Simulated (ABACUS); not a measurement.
WS2 (Tungstenite):

```
W S
1.0
     3.18000    0.00000    0.00000
    -1.59000    2.75396    0.00000
     0.00000    0.00000   12.50000
W S
2 4
Direct
  0.66667 0.33333 0.75000
  0.33333 0.66667 0.25000
  0.66667 0.33333 0.37500
  0.33333 0.66667 0.87500
  0.66667 0.33333 0.12500
  0.33333 0.66667 0.62500
```

Program: ABACUS 3.10.1. Alike in all runs: task single point; no spin polarisation; cell as given; smearing fermi-dirac 0.05 eV.

Order these runs on this cell by their pressure, lowest first.
A. level PBEsol; potentials or basis PseudoDojo NC SR 0.4.1 PBE standard, DZP LCAO (the cutoffs set its grid); k mesh 7 × 7 × 2; cutoff (eV) 1361; radial cutoff of the potentials (pseudo_rcut) 7 bohr; SCF threshold on the density 1e-07; eigensolver genelpa
B. level PBE; potentials or basis PseudoDojo NC SR 0.4.1 PBE standard, DZP LCAO (the cutoffs set its grid); k mesh 7 × 7 × 2; cutoff (eV) 1361; radial cutoff of the potentials (pseudo_rcut) 7 bohr; SCF threshold on the density 1e-07; eigensolver genelpa
C. level SOGGA; potentials or basis PseudoDojo NC SR 0.4.1 PBE standard, DZP LCAO (the cutoffs set its grid); k mesh 7 × 7 × 2; cutoff (eV) 1361; radial cutoff of the potentials (pseudo_rcut) 7 bohr; SCF threshold on the density 1e-07; eigensolver genelpa
D. level PBE; potentials or basis PseudoDojo NC SR 0.4.1 PBE standard, plane waves; k mesh 10 × 10 × 3; cutoff (eV) 1007; radial cutoff of the potentials (pseudo_rcut) 10 bohr; SCF threshold on the density 1e-08; eigensolver dav
E. level revPBE; potentials or basis PseudoDojo NC SR 0.4.1 PBE standard, DZP LCAO (the cutoffs set its grid); k mesh 7 × 7 × 2; cutoff (eV) 1361; radial cutoff of the potentials (pseudo_rcut) 7 bohr; SCF threshold on the density 1e-07; eigensolver genelpa

C (-1.8 GPa), A (-0.2 GPa), D (2.3 GPa), B (4.3 GPa), E (5.9 GPa).

Caveats: the atomic orbitals were generated for these runs and aren't a published set (some runs); this functional lacks dispersion, which binds the layers, so the pressure and a relaxed spacing across them are unreliable (some runs); the basis of atomic orbitals isn't converged, which shifts pressures, moduli and gaps (some runs); the potentials were made for another functional, which shifts forces and pressure (some runs); there are fewer bands than atomic start orbitals, so a level may be missed at k points of high symmetry (some runs).

Not every run made on this cell is shown here.
